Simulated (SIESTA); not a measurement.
MoS2:

```
Mo S
1.0
     1.58000    0.91221    6.15000
    -1.58000    0.91221    6.15000
     0.00000   -1.82443    6.15000
Mo S
1 2
Direct
  0.00000 0.00000 0.00000
  0.41700 0.41700 0.41700
  0.25000 0.25000 0.25000
```

Measurements of this composition are mostly on another form, of space group No. 194.

Base run:

| Property | Result |
| --- | --- |
| Program | SIESTA 5.4.2 |
| Functional | vdW-DF2 |
| Potentials or basis | PseudoDojo 0.4 standard (PBE files) |
| Basis | DZP (energy shift 0.003 Ry; two zetas on semicore shells) |
| Grid cutoff | 800 Ry |
| Energy shift | 0.003 Ry |
| k mesh | 10 × 10 × 10 |
| Occupations | fermi-dirac, width 0.05 eV |
| Spin | no spin polarisation |

Its results: band gap on the k mesh 1.00 eV, indirect (least direct gap 1.96 eV); pressure 19.5 GPa; largest force 1.890 eV/Å.

**Question.** After a change of settings the same cell gave: band gap on the k mesh 0.99 eV, indirect (least direct gap 1.99 eV); pressure 5.1 GPa; largest force 0.971 eV/Å. Which change was it?
A. functional from vdW-DF2 to PBE
B. functional from vdW-DF2 to BLYP
C. functional from vdW-DF2 to vdW-DF-cx
D. functional from vdW-DF2 to LDA; potentials or basis from PseudoDojo 0.4 standard (PBE files) to PseudoDojo 0.4 standard (LDA files)

**Answer.** C.

Caveats: the potentials were made for another functional, which shifts forces and pressure; the basis of atomic orbitals isn't converged, which shifts pressures, moduli and gaps; so large a pressure means that the cell lies far from this level's equilibrium, or that cutoff or potentials fall short (some runs).

Not every run made on this cell is shown here.
